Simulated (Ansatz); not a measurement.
# Si (P6_3/mmc): energy and pressure against volume

One table from this session's results is given with a row withheld; the runs are named, their logs left out.

Method: DFT r²SCAN, scalar-relativistic, plane waves, PAW, in Ansatz 0.2.0.

## The structure to begin with

The structure is hexagonal, space group P6_3/mmc (No. 194). Conventional cell: a = 2.642 Å, b = 2.642 Å, c = 4.530 Å, α = 90.00°, β = 90.00°, γ = 120.00°. Around Si (site symmetry -6m2) lie 12 Si at 2.64 to 2.73 Å.

As a file:

```cif
data_structure
_symmetry_space_group_name_H-M 'P6_3/mmc'
_symmetry_Int_Tables_number 194
_cell_length_a 2.6421
_cell_length_b 2.6421
_cell_length_c 4.5304
_cell_angle_alpha 90.000
_cell_angle_beta 90.000
_cell_angle_gamma 120.000
_cell_volume 27.39
loop_
_atom_site_label
_atom_site_type_symbol
_atom_site_symmetry_multiplicity
_atom_site_Wyckoff_symbol
_atom_site_fract_x
_atom_site_fract_y
_atom_site_fract_z
_atom_site_occupancy
Si1 Si 2 c 0.33333 0.66667 0.25000 1
```

This cell comes from an earlier session at r²SCAN: 13.694 Å³/atom at 0.00 GPa, on a 20×20×10 mesh.

The first run:

Contents of input.yaml:

```yaml
crystal:
  lattice:
    - [2.6063804071, 0.0, 0.0]
    - [-1.3031902036, 2.2571916445, 0.0]
    - [0.0, 0.0, 4.4692178635]
  atoms:
    - { symbol: Si, position: [0.3333333333, 0.6666666667, 0.25] }
    - { symbol: Si, position: [0.6666666667, 0.3333333333, 0.75] }
basis:
  ecutwfc: 500
  ecutrho_ratio: 4
kpoints:
  mp_grid: { grid: [20, 20, 10] }
hamiltonian:
  xc: r2scan
scf:
  occupations: { method: gaussian, width: 0.05 }
output:
  forces: true
  stress: true
  eigenvalues: true
relax:
  f_tol: 0.01
  max_steps: 40
  cell: { stress_tol: 0.1, fix: [volume] }
```

Started as:

```console
$ ansatz run input.yaml --threads 1 --pin off --max-ram 2560MiB --backend cpu --events-out ev --progress --plain --runs-dir out
```

Among the steps run: Volume × 0.96; Volume × 1.04; Volume × 0.92; Volume × 0.88; Volume × 0.84; Volume × 0.8; Volume × 0.76; Volume × 0.72; Volume × 0.68; Volume × 0.64.

One table of the session follows, with a row left open; its other results are not shown here.

| volume (Å³/atom) | energy above the lowest (meV/atom) | pressure (GPa) |
| --- | --- | --- |
| 8.764 | 1278.1 | 126.9 |
| 9.312 | ? | ? |
| 9.860 | 616.1 | 71.4 |
| 10.408 | 405.9 | 52.2 |
| 10.955 | 253.7 | 37.4 |
| 11.503 | 145.5 | 25.8 |
| 12.051 | 73.4 | 16.6 |
| 12.599 | 29.4 | 9.5 |
| 13.146 | 6.8 | 4.2 |
| 13.694 | 0.0 | 0.0 |
| 14.242 | 5.7 | -3.3 |

**Question.** Estimate the row for volume (Å³/atom) = 9.312.

Worked estimate for «energy above the lowest (meV/atom)». A straight line through the neighbours (8.764, 1278.1) and (9.860, 616.1) gives 1278.1 + (616.1 − 1278.1) × (9.312 − 8.764) / (9.860 − 8.764) = 947.1; a parabola fitted to 3 rows on both sides gives 906.8.

**Answer.** energy above the lowest (meV/atom): 899.9; pressure (GPa): 95.7. In «energy above the lowest (meV/atom)» the line misses by +47.2 and the parabola by +6.9.

Caveats from the session: The k mesh is not the same at all volumes. Other structures may be lower in enthalpy at these pressures.
